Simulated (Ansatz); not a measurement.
# MgO (Periclase): the cost of one run

Program: Ansatz 0.2.0. Level of theory: DFT PBE, scalar-relativistic, plane waves, PAW. These are calculated values, not measurements.

The COD entry's cell or inner coordinates are ideal or old and differ from later refinements, so a difference from it is no clean test against experiment.

1 further run of the same task is left out (set aside as unsound or not needed).

## (1) Starting point

Symmetry: Fm-3m, No. 225, cubic system. The conventional cell has a = 4.254 Å, b = 4.254 Å, c = 4.254 Å, α = 90.00°, β = 90.00°, γ = 90.00°. Mg (site symmetry m-3m) is surrounded by 6 O at 2.13 Å. O (site symmetry m-3m) has 6 Mg at 2.13 Å as nearest neighbours.

As a file:

```
CELL_PARAMETERS angstrom
0.00000 2.12685 2.12685
2.12685 0.00000 2.12685
2.12685 2.12685 0.00000
ATOMIC_POSITIONS crystal
Mg 0.00000 0.00000 0.00000
O 0.50000 0.50000 0.50000
```

This cell was relaxed beforehand with the same method: volume 9.62 Å³/atom, gap on the mesh 4.46 eV.

## (2) Relaxing to 0.001 eV/Å

Response functions are second derivatives at a minimum, so forces and stress are first brought close to zero on the mesh and occupations that the response runs use.

input.yaml reads:

```yaml
crystal:
  lattice:
    - [0.0, 2.126852262, 2.126852262]
    - [2.126852262, 0.0, 2.126852262]
    - [2.126852262, 2.126852262, 0.0]
  atoms:
    - { symbol: Mg, position: [0.0, 0.0, 0.0] }
    - { symbol: O, position: [0.5, 0.5, 0.5] }
basis:
  ecutwfc: 420
kpoints:
  mp_grid: { grid: [10, 10, 10] }
hamiltonian:
  xc: pbe
scf:
  occupations: { method: fixed }
output:
  forces: true
  stress: true
  eigenvalues: true
relax:
  adjacent_minimum: "off"
  f_tol: 0.001
  max_steps: 60
  cell: { stress_tol: 0.01 }
```

On the command line:

```sh
ansatz run input.yaml --threads 1 --pin off --max-ram 2560MiB --backend cpu --events-out ev --progress --plain --runs-dir out
```

What time and memory should one allow on 1 thread of Arm Neoverse V1, shared host?

About 3 s, with a peak of 0.26 GiB.
